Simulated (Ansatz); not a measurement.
# CaSe: the cost of one run

Program: Ansatz 0.2.0. Level of theory: DFT PBEsol, scalar-relativistic, plane waves, PAW. These are calculated values, not measurements.

The COD entry's cell or inner coordinates are ideal or old and differ from later refinements, so a difference from it is no clean test against experiment.

2 further runs of the same task are left out: 1 that didn't finish, 1 set aside as unsound or not needed.

### 1 The structure to begin with

It takes space group Fm-3m (No. 225, cubic). Conventional cell: a = 5.912 Å, b = 5.912 Å, c = 5.912 Å, α = 90.00°, β = 90.00°, γ = 90.00°. Ca (site symmetry m-3m) is surrounded by 6 Se at 2.96 Å. Se (site symmetry m-3m) has 6 Ca at 2.96 Å as nearest neighbours.

Coordinates:

```cif
data_structure
_symmetry_space_group_name_H-M 'P 1'
_symmetry_Int_Tables_number 1
_cell_length_a 4.1804
_cell_length_b 4.1804
_cell_length_c 4.1804
_cell_angle_alpha 60.000
_cell_angle_beta 60.000
_cell_angle_gamma 60.000
_cell_volume 51.66
loop_
_atom_site_label
_atom_site_type_symbol
_atom_site_fract_x
_atom_site_fract_y
_atom_site_fract_z
_atom_site_occupancy
Ca1 Ca 0.00000 0.00000 0.00000 1
Se1 Se 0.50000 0.50000 0.50000 1
```

The structure comes from the Crystallography Open Database.

### 2 A distortion that keeps the symmetry

What differs from the listed cell: strain xx, yy, zz, yz, xz, xy = +4.4, +4.4, +4.4, +0.0, +0.0, +0.0 %.

File input.yaml:

```yaml
crystal:
  lattice:
    - [0.0, 3.08609356, 3.08609356]
    - [3.08609356, 0.0, 3.08609356]
    - [3.08609356, 3.08609356, 0.0]
  atoms:
    - { symbol: Ca, position: [0.0, 0.0, 0.0] }
    - { symbol: Se, position: [0.5, 0.5, 0.5] }
basis:
  ecutwfc: 420
kpoints:
  mp_grid: { grid: [8, 8, 8] }
hamiltonian:
  xc: pbesol
scf:
  occupations: { method: gaussian, width: 0.02 }
output:
  forces: true
  stress: true
  eigenvalues: true
```

Started as:

```console
> ansatz run input.yaml --threads 1 --pin off --max-ram 1331MiB --backend cpu --events-out ev --progress --plain --runs-dir out
```

Q: Estimate wall time and peak memory on 1 thread of an x86-64 CPU, shared host.

About 3.7 s, with a peak of 0.34 GiB.
